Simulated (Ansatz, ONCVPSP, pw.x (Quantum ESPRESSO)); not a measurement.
## What a changed setting does to a pw.x run (fcc V)

Potential: optimised norm-conserving Vanderbilt (ONCV), ONCVPSP 4.0.1.1 (patched build), PBE; core [Ne] 3s2, reference 3p6 3d3 4s2; waves: 4s: rc 2.30 bohr, ncon 4, nbas 9, qcut 2.9 1/bohr, 2 projectors, debl 1.35 Ha; 3p: rc 1.65 bohr, ncon 4, nbas 8, qcut 8.6 1/bohr, 1 projector; 3d: rc 2.30 bohr, ncon 3, nbas 8, qcut 6.1 1/bohr, 2 projectors, debl 1.6 Ha; local part: polynomial inside 1.50 bohr (lpopt 2, dvloc0 0 Ha); core correction: none.

The reference run (k-mesh 15³, cutoffs 65/260 Ry, Fermi–Dirac 0.01 Ry, mixing_beta 0.4, conv_thr 1e-9, no spin) gives 1.56 GPa at 13.969 Å³/atom, where all-electron LAPW gives -0.35 GPa. This run, with its own iteration cap, changes diagonalization to rmm-davidson.

```
&control
  calculation='scf', prefix='x', pseudo_dir='./', outdir='./tmp', tstress=.true., disk_io='none'
/
&system
  ibrav=0, nat=1, ntyp=1, ecutwfc=65, ecutrho=260, nbnd=13,
  occupations='smearing', smearing='fd', degauss=0.01
/
&electrons
  conv_thr=1e-09, mixing_beta=0.4, electron_maxstep=60, diagonalization='rmm-davidson'
/
ATOMIC_SPECIES
V 1.0 V.UPF
CELL_PARAMETERS angstrom
  0.00000000 1.91151821 1.91151821
  1.91151821 0.00000000 1.91151821
  1.91151821 1.91151821 0.00000000
ATOMIC_POSITIONS crystal
V 0.0000 0.0000 0.0000
K_POINTS automatic
15 15 15 0 0 0
```

```bash
pw.x < V.scf.in > V.scf.out
```

Q: How does the run end?

A: It converges in 10 iterations; the free energy moves by +0.0 meV/atom and the pressure by +0.01 GPa. The result is that of the reference run.

```
Message from routine setup:
     using ibrav=0 with symmetry is DISCOURAGED, use correct ibrav instead
     lattice parameter (alat)  =       5.1085  a.u.
     unit-cell volume          =      94.2675 (a.u.)^3
     number of electrons       =        11.00
     number of Kohn-Sham states=           13
     kinetic-energy cutoff     =      65.0000  Ry
     charge density cutoff     =     260.0000  Ry
     scf convergence threshold =      1.0E-09
     Exchange-correlation= PBE
     number of k points=   120  Fermi-Dirac smearing, width (Ry)=  0.0100
     iteration #  1     ecut=    65.00 Ry     beta= 0.40
     total energy              =     -93.23697231 Ry
     estimated scf accuracy    <       0.04507268 Ry
     iteration #  2     ecut=    65.00 Ry     beta= 0.40
     total energy              =     -93.24169856 Ry
     estimated scf accuracy    <       0.00245364 Ry
     iteration #  3     ecut=    65.00 Ry     beta= 0.40
     total energy              =     -93.24197398 Ry
     estimated scf accuracy    <       0.00032441 Ry
     [... 4 iterations left out ...]
     iteration #  8     ecut=    65.00 Ry     beta= 0.40
     total energy              =     -93.24198933 Ry
     estimated scf accuracy    <       0.00000001 Ry
     iteration #  9     ecut=    65.00 Ry     beta= 0.40
     total energy              =     -93.24198933 Ry
     estimated scf accuracy    <          2.7E-09 Ry
     iteration # 10     ecut=    65.00 Ry     beta= 0.40
     the Fermi energy is    15.5880 ev
!    total energy              =     -93.24198933 Ry
     estimated scf accuracy    <          3.5E-10 Ry
     smearing contrib. (-TS)   =      -0.00795579 Ry
     The total energy is F=E-TS. E is the sum of the following terms:
     one-electron contribution =     -19.35134714 Ry
     hartree contribution      =      15.54636584 Ry
     xc contribution           =     -12.63910958 Ry
     ewald contribution        =     -76.78994267 Ry
     convergence has been achieved in  10 iterations
          total   stress  (Ry/bohr**3)                   (kbar)     P=       15.66
     Message from routine punch:
     Nothing written, as per user request (disk_io='none')
```

The run took about 15 s on one core of a shared host (Intel(R) Xeon(R) Platinum 8488C, 96 threads, 744 GiB, load 17).
